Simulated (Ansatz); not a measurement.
A Al₂Cu cell: a random packing of atoms, relaxed.

```
CELL_PARAMETERS angstrom
4.83256 0.93537 0.07386
0.94078 6.08397 0.81581
0.03115 0.65256 4.70434
ATOMIC_POSITIONS crystal
Al 0.41174 0.14442 0.51731
Al 0.24698 0.60648 0.48334
Al 0.81817 0.36823 0.53106
Al 0.10216 0.88422 0.87471
Al 0.10288 0.34647 0.00355
Al 0.60720 0.84175 0.14752
Cu 0.54189 0.45206 0.04447
Cu 0.93383 0.02661 0.32579
Cu 0.73490 0.73213 0.68563
```

Theory: DFT PBEsol, scalar-relativistic, plane waves, PAW in Ansatz 0.2.0.

Cutoff 420 eV; k points 7×6×7 on the computed 9-atom cell (Γ-centred); Gaussian smearing, width 0.10 eV; no spin polarisation.

Problem. Describe its local order.

Solution. Counting as bonded all pairs within 1.3 times the summed covalent radii:

| atom → neighbour | mean count | mean length (Å) | spread (Å) |
| --- | --- | --- | --- |
| Al → Al | 7.00 | 2.83 | 0.12 |
| Al → Cu | 4.50 | 2.67 | 0.21 |
| Cu → Al | 9.00 | 2.67 | 0.21 |
| Cu → Cu | 2.00 | 2.60 | 0.10 |

Angles between all pairs of such bonds at an atom (mean ± spread): 96 ± 34° at Al, 98 ± 34° at Cu.

Problem. Does it have a gap?

Solution. It has no gap on the mesh. Levels at Γ next to the Fermi level (eV from it): -3.07, -2.95, -2.77, -2.30, -1.59, -1.26, 1.40, 1.66, 2.08, 2.81, 3.36, 3.49. It lies 0.05 eV/atom below the elements' standard states (static lattices, no corrections for gases).

The final mesh leaves forces up to 0.09 eV/Å and stresses up to 0.8 GPa: the relaxation ran on a coarser mesh, so the cell's shape, its bonds and its energy belong partly to that mesh.

Cost: 2 runs of about 8.9 core-minutes in all (earlier runs that led there not counted), on Intel Xeon Processor @ 2.50GHz (Skylake/Cascade Lake) (shared hosts).